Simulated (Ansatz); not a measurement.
# What ZnBr2 (model cell, started as rutile) distorts into

Which phase does ZnBr2 (model cell, started as rutile) fall into along its unstable mode, and how much energy does it gain?

Calculated with Ansatz 0.2.0; DFT PBEsol, scalar-relativistic, plane waves, PAW.

This is a report of a sequence of runs, with most program output left out.

The structure was built from a prototype and need not be the compound's stable phase.

**1. The starting structure**

Symmetry: P4_2/mnm, No. 136, tetragonal system. Conventional cell: a = 6.378 Å, b = 6.378 Å, c = 3.710 Å, α = 90.00°, β = 90.00°, γ = 90.00°. Nearest to Zn lie 6 Br at 2.52 to 2.80 Å. Nearest to Br lie 3 Zn at 2.52 to 2.80 Å. Farther neighbours and most contacts between anions are not listed.

**2. The dispersion**

The cell comes from relaxations at this level that are not shown. The mesh has a single point along some directions, so zone-edge points there are not solved. Linear response on a 1×1×2 q mesh gives force constants as far as a supercell of that size would.

Contents of input.yaml:

```yaml
crystal:
  lattice:
    - [6.3778174714, 0.0, 0.0]
    - [0.0, 6.3778174714, 0.0]
    - [0.0, 0.0, 3.7095408363]
  atoms:
    - { symbol: Zn, position: [0.0, 0.0, 0.0] }
    - { symbol: Zn, position: [0.5, 0.5, 0.5] }
    - { symbol: Br, position: [0.3103537835, 0.3103537835, 0.0] }
    - { symbol: Br, position: [0.6896462165, 0.6896462165, 0.0] }
    - { symbol: Br, position: [0.8103537835, 0.1896462165, 0.5] }
    - { symbol: Br, position: [0.1896462165, 0.8103537835, 0.5] }
kpoints:
  mp_grid: { grid: [4, 4, 6] }
hamiltonian:
  xc: pbesol
scf:
  occupations: { method: fixed }
output:
  eigenvalues: true
phonons:
  method: dfpt
  dielectric: true
  rigid_motions: translations
  raman: true
  qmesh: [1, 1, 2]
  temperatures: { t_max: 1000, t_step: 50 }
  qpath:
    path:
      - [[0.0, 0.0, 0.0], [0.0, 0.5, 0.0], [0.5, 0.5, 0.0], [0.0, 0.0, 0.0], [0.0, 0.0, 0.5], [0.0, 0.5, 0.5], [0.5, 0.5, 0.5], [0.0, 0.0, 0.5]]
      - [[0.0, 0.5, 0.0], [0.0, 0.5, 0.5]]
      - [[0.5, 0.5, 0.0], [0.5, 0.5, 0.5]]
    npoints: 10
```

The run is started by

```
$ ansatz run input.yaml --threads 8 --pin off --max-ram 14336MiB --backend cpu --events-out ev --progress --plain --runs-dir out
```

It took 3.2 min on 8 threads of Intel Xeon 6975P-C (Granite Rapids), shared host; peak memory 3.6 GiB; 20 min of CPU time.

This step gave:

```yaml
gap_on_the_k_mesh: 1.788 eV
volume_per_atom: 25.15 Å³
sum_rule_residual_before_enforcement: 3.61e-5 eV/Å²
miss_of_the_charge_sum_rule: 0.006474 e
estimated_error_of_the_dielectric_tensor: 0.02650
estimated_error_of_the_born_charges: 0.03295 e
point_group: 4/mmm
highest_optical_mode_at_the_zone_centre_no_lo_to_term: 194.9 cm⁻¹
lowest_optical_zone_centre_mode: -46.08 cm⁻¹
mean_high_frequency_dielectric_constant: 5.016
largest_born_charge_third_of_the_trace: 2.703 e
top_of_the_zone_centre_spectrum_with_the_field: 223.0 cm⁻¹
lowest_mode_on_the_q_mesh_acoustic_modes_at_gamma_apart: -51.01 cm⁻¹
highest_frequency_at_a_solved_wavevector_no_lo_to_term_at_gamma: 205.3 cm⁻¹
```

Frequencies (cm⁻¹) solved at each irreducible wavevector; negative means imaginary. Frequencies by wavevector, by row:

| q in reciprocal lattice units | star | mode 1 | mode 2 | mode 3 | mode 4 | mode 16 | mode 17 | mode 18 |
| --- | --- | --- | --- | --- | --- | --- | --- | --- |
| 0 0 0 | 1 | -46.1 | -46.1 | -3.4 | 0 | 187.3 | 194.9 | 194.9 |
| 0 0 -0.5 | 1 | -51 | -51 | 50 | 50 | 173.5 | 205.3 | 205.3 |

Symmetry leaves 2 wavevectors to solve. The lowest mode among them, the acoustic zeros apart, lies at q = (0, 0, -0.5) and is imaginary, 51.0i cm⁻¹, so the energy falls along it.

The log warns of the k mesh: “the force constants stand on the 4×4×6 k-mesh, whose period is 9.90 times the interband length at k = (0.0000, 0.0000, 0.0000), direct gap 1.788 eV, under 14: take them and everything formed from them as unconverged”.

**3. The mode frozen in, largest atomic shift 0 Å**

The mode followed lies at q = (0, 0, -0.5) with frequency 51.0i cm⁻¹ and is 2-fold degenerate, the softest among the wavevectors solved. At small amplitude the distorted cell has space group no. 96 by a symmetry search on the positions. The undistorted cell that holds it gives the zero of energy on the same k mesh.

System of this step: ZnBr2 (model cell, started as rutile). Symmetry: P4_2/mnm, No. 136, tetragonal system. The conventional cell has a = 6.378 Å, b = 6.378 Å, c = 3.710 Å, α = 90.00°, β = 90.00°, γ = 90.00°. Nearest to Zn lie 6 Br at 2.52 to 2.80 Å. Nearest to Br lie 3 Zn at 2.52 to 2.80 Å. Farther neighbours and most contacts between anions are not listed.

Contents of input.yaml:

```yaml
crystal:
  lattice:
    - [6.3778174714, 0.0, 0.0]
    - [0.0, 6.3778174714, 0.0]
    - [0.0, 0.0, 7.4190816726]
  atoms:
    - { symbol: Zn, position: [0.0, 0.0, 0.0] }
    - { symbol: Zn, position: [0.0, 0.0, 0.5] }
    - { symbol: Zn, position: [0.5, 0.5, 0.25] }
    - { symbol: Zn, position: [0.5, 0.5, 0.75] }
    - { symbol: Br, position: [0.3103537835, 0.3103537835, 0.0] }
    - { symbol: Br, position: [0.3103537835, 0.3103537835, 0.5] }
    - { symbol: Br, position: [0.6896462165, 0.6896462165, 0.0] }
    - { symbol: Br, position: [0.6896462165, 0.6896462165, 0.5] }
    - { symbol: Br, position: [0.8103537835, 0.1896462165, 0.25] }
    - { symbol: Br, position: [0.8103537835, 0.1896462165, 0.75] }
    - { symbol: Br, position: [0.1896462165, 0.8103537835, 0.25] }
    - { symbol: Br, position: [0.1896462165, 0.8103537835, 0.75] }
kpoints:
  mp_grid: { grid: [4, 4, 4] }
hamiltonian:
  xc: pbesol
scf:
  occupations: { method: gaussian, width: 0.02 }
output:
  forces: true
  stress: true
  eigenvalues: true
```

Run time: 4.1 s. Hardware: 8 threads; peak memory 1.3 GiB; 24 s of CPU time.

Numbers from this step:

```yaml
pressure: -0.003726 GPa
energy_from_the_undistorted_cell: 0 meV/atom
```

At this level the gap is 1.79 eV on the k-mesh of the self-consistent run, which can miss the band edges.

**4. The mode frozen in, largest atomic shift 0.22 Å**

The atoms are moved along the unstable eigenvector, the largest shift by 0.22 Å, with the cell fixed.

Contents of input.yaml:

```yaml
crystal:
  lattice:
    - [6.3778174714, 0.0, 0.0]
    - [0.0, 6.3778174714, 0.0]
    - [0.0, 0.0, 7.4190816726]
  atoms:
    - { symbol: Zn, position: [-0.0243913365, -0.0243913365, 0.0] }
    - { symbol: Zn, position: [0.0243913365, 0.0243913365, 0.5] }
    - { symbol: Zn, position: [0.4756086635, 0.5243913365, 0.25] }
    - { symbol: Zn, position: [0.5243913365, 0.4756086635, 0.75] }
    - { symbol: Br, position: [0.3160510805, 0.3160510805, 0.0] }
    - { symbol: Br, position: [0.3046564864, 0.3046564864, 0.5] }
    - { symbol: Br, position: [0.6953435136, 0.6953435136, 0.0] }
    - { symbol: Br, position: [0.6839489195, 0.6839489195, 0.5] }
    - { symbol: Br, position: [0.8160510805, 0.1839489195, 0.25] }
    - { symbol: Br, position: [0.8046564864, 0.1953435136, 0.75] }
    - { symbol: Br, position: [0.1953435136, 0.8046564864, 0.25] }
    - { symbol: Br, position: [0.1839489195, 0.8160510805, 0.75] }
kpoints:
  mp_grid: { grid: [4, 4, 4] }
hamiltonian:
  xc: pbesol
scf:
  occupations: { method: gaussian, width: 0.02 }
output:
  forces: true
  stress: true
  eigenvalues: true
```

Run time: 4.6 s. Hardware: 8 threads; peak memory 1.1 GiB; 27 s of CPU time.

This step gave:

- pressure: 0.5515 GPa
- gap on the k-mesh: 1.924 eV
- energy from the undistorted cell: -1.949 meV/atom

The energy, extrapolated to zero smearing, is -1.95 meV/atom against the undistorted cell.

The run ends at a pressure of 0.55 GPa, with forces up to 0.18 eV/Å.

**5. Energy along the mode, all amplitudes (two of the runs are shown above)**

An imaginary frequency means negative curvature, so the energy should fall and then rise again as anharmonic terms take over.

This step gave:

```
depth at the lowest point sampled  : 1.949 meV/atom
largest atomic shift at that point : 0.22 Å
```

The energy from the parent by largest atomic shift:

| largest atomic shift (Å) | energy from the parent (meV/atom) |
| --- | --- |
| 0.000 | 0 |
| 0.040 | -0.184 |
| 0.080 | -0.689 |
| 0.140 | -1.70 |
| 0.220 | -1.95 |
| 0.320 | 5.32 |

Displacement at unit largest shift by atom:

| atom | x (Å) | y (Å) | z (Å) | size |
| --- | --- | --- | --- | --- |
| Zn1 | -0.707 | -0.707 | 0.000 | 1.000 |
| Zn2 | 0.707 | 0.707 | 0.000 | 1.000 |
| Zn3 | -0.707 | 0.707 | 0.000 | 1.000 |
| Zn4 | 0.707 | -0.707 | 0.000 | 1.000 |
| Br5 | 0.165 | 0.165 | 0.000 | 0.233 |
| Br6 | -0.165 | -0.165 | 0.000 | 0.233 |
| Br7 | 0.165 | 0.165 | 0.000 | 0.233 |
| Br8 | -0.165 | -0.165 | 0.000 | 0.233 |
| Br9 | 0.165 | -0.165 | 0.000 | 0.233 |
| Br10 | -0.165 | 0.165 | 0.000 | 0.233 |
| Br11 | 0.165 | -0.165 | 0.000 | 0.233 |
| Br12 | -0.165 | 0.165 | 0.000 | 0.233 |

The lowest of the steps tried is at 0.22 Å, 1.95 meV/atom below the parent; the bottom of the well need not coincide with a step.

**6. Relaxation from the frozen mode**

Starting from the lowest point found, all atoms and the cell are let go, so that strain and other modes of the same symmetry can join in.

input.yaml: that of step 4 with these lines changed.

```diff
@@ -23,3 +23,3 @@
 scf:
-  occupations: { method: gaussian, width: 0.02 }
+  occupations: { method: fixed }
 output:
@@ -28 +28,6 @@
   eigenvalues: true
+relax:
+  adjacent_minimum: "off"
+  f_tol: 0.002
+  max_steps: 120
+  cell: { stress_tol: 0.03 }
```

Wall time 68 s (8 threads); peak memory 1.3 GiB; 7 min of CPU time.

Relaxation path:

| step | energy less that of the first step (eV) | largest force component (eV/Å) | pressure (GPa) | volume (Å³) |
| --- | --- | --- | --- | --- |
| 1 | 0.0000 | 0.1293 | 0.55 | 301.78 |
| 2 | -0.0560 | 0.0516 | -0.07 | 312.27 |
| 3 | -0.1150 | 0.1295 | -0.49 | 325.33 |
| 4 | -0.1482 | 0.2043 | -0.48 | 336.57 |
| 5 | -0.2060 | 0.0866 | -0.35 | 357.20 |
| 6 | -0.2419 | 0.0180 | 0.16 | 345.56 |
| 7 | -0.2425 | 0.0084 | -0.03 | 346.99 |
| 8 | -0.2426 | 0.0012 | 0.00 | 346.76 |
| 9* | -0.2583 | 0.0023 | 0.03 | 346.76 |
| 10 | -0.2584 | 0.0023 | 0.01 | 348.16 |
| 11 | -0.2582 | 0.0043 | 0.00 | 349.17 |
| 12 | -0.2583 | 0.0003 | 0.00 | 348.99 |
| 13* | -0.2588 | 0.0003 | 0.00 | 348.99 |

Relaxation steps marked * repeat the geometry before them on a plane-wave basis chosen anew for their cell, so energy and pressure can jump there.

The run keeps the 8 symmetry operations that it works with, so distortions that break them were not tested.

| conventional cell, symmetrised | before | after | change |
| --- | --- | --- | --- |
| a (Å) | 6.378 | 6.958 | +9.1 % |
| b (Å) | 6.378 | 6.958 | +9.1 % |
| c (Å) | 7.419 | 7.209 | -2.8 % |
| volume (Å³/atom) | 25.15 | 29.08 | +15.6 % |

The atoms that moved most (Å, as changes of fractional coordinates times the final cell):

| atom | dx | dy | dz | length |
| --- | --- | --- | --- | --- |
| Zn2 | 0.253 | 0.253 | 0.000 | 0.358 |
| Zn3 | -0.253 | 0.253 | 0.000 | 0.358 |
| Zn4 | 0.253 | -0.253 | 0.000 | 0.358 |
| Zn1 | -0.253 | -0.253 | 0.000 | 0.358 |
| Br5 | 0.204 | 0.204 | 0.000 | 0.289 |
| Br8 | -0.204 | -0.204 | 0.000 | 0.289 |
| Br9 | 0.204 | -0.204 | 0.000 | 0.289 |
| Br12 | -0.204 | 0.204 | 0.000 | 0.289 |

Final coordinates:

```xyz
12
Lattice="6.9577 0.0000 0.0000 0.0000 6.9577 0.0000 0.0000 0.0000 7.2092" Properties=species:S:1:pos:R:3 pbc="T T T"
Zn   -0.4226   -0.4226    0.0000
Zn    0.4226    0.4226    3.6046
Zn    3.0563    3.9014    1.8023
Zn    3.9014    3.0563    5.4069
Br    2.4034    2.4034    0.0000
Br    2.1524    2.1524    3.6046
Br    4.8053    4.8053    0.0000
Br    4.5543    4.5543    3.6046
Br    5.8822    1.0755    1.8023
Br    5.6313    1.3264    5.4069
Br    1.3264    5.6313    1.8023
Br    1.0755    5.8822    5.4069
```

Numbers from this step:

```yaml
pressure: -0.001285 GPa
gap_on_the_k_mesh: 2.611 eV
volume_per_atom: 29.08 Å³
```

The distorted start has space group P4_32_12; the relaxation ends in P4_32_12.

**7. What came out**

```
unstable mode of the parent                                                      : q = (0, 0, -0.5), 51i cm⁻¹
depth at the lowest point sampled                                                : 1.95 meV/atom
largest atomic shift at that point                                               : 0.22 Å
space group reached (within 0.01 Å)                                              : P4_32_12
energy gained over the parent (first relaxation, on the mesh of the frozen mode) : 23.5 meV/atom
volume per atom, phase reached                                                   : 29.1 Å³
gap on the k-mesh, phase reached                                                 : 2.61 eV
```

In words: Along this mode the structure falls into P4_32_12, 23.5 meV/atom below the parent. At the parent's cell the well is 1.949 meV/atom deep on the steps tried, with its lowest point at a shift of 0.22 Å. Relaxing atoms and cell changes the gain by +21.57 meV/atom against the lowest step (energies at zero smearing). Most of the total comes from this relaxation. The modes of the phase reached were not computed on this path. Of the 6 patterns followed to their end from this parent, this one ends 2.56 meV/atom above the lowest, Pmn2_1. Each path keeps the symmetry of its pattern, so a lower phase may lie along a pattern not tried. With the field response the log warns that the k mesh is coarse for the force constants too, so the frequencies may not be converged. The q mesh is too sparse to interpolate, so only the solved wavevectors are given. The program warns that the interpolation holds no quadrupole term, so branches close to Γ can be off in this crystal. The volume moved by more than a tenth on the k mesh of the start, so the energy gain is rough. The starting cell was built on a prototype and not taken from a measurement, so the phase need not exist.

[Logs are printed without paths, hosts, clocks, repeated set-up lines and the standing remarks that a program may print on its own settings, such as how far it seeks lower states.]

[Hosts, paths, dates, database ids (printed as entryN), source tags and the programs' standing remarks are cut or masked in the printed files.]
